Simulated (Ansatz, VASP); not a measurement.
ZrS: VASP beside Ansatz

```
CELL_PARAMETERS angstrom
0.00000 2.62500 2.62500
2.62500 0.00000 2.62500
2.62500 2.62500 0.00000
ATOMIC_POSITIONS crystal
Zr 0.00000 0.00000 0.00000
S 0.50000 0.50000 0.50000
```

Alike in both runs: functional PBEsol; k mesh 9 × 9 × 9; occupations fermi-dirac, width 0.03 eV; no spin polarisation.

Ansatz relaxed the structure, and its values are those at the end. VASP's run is a single point on that final structure, the one shown.

```csv
,VASP,Ansatz
version,VASP 6.6.1,Ansatz 0.2.0
potentials or method,"VASP PAW PBE potentials, release 64 (Zr_sv, S)","PAW with Ansatz's default frozen-core files, scalar-relativistic"
plane-wave cutoff (eV),520,420
valence electrons in the cell,18,18
```

Ansatz gave:

```
pressure (GPa) : -6.5
```

Task: Which values does VASP return?

Result: Pressure (GPa): -6.3.

Ansatz warned: «stress_scf_threshold_loose».

Caveats: the PAW data sets were made with another functional, which shifts forces and pressure a little (VASP).
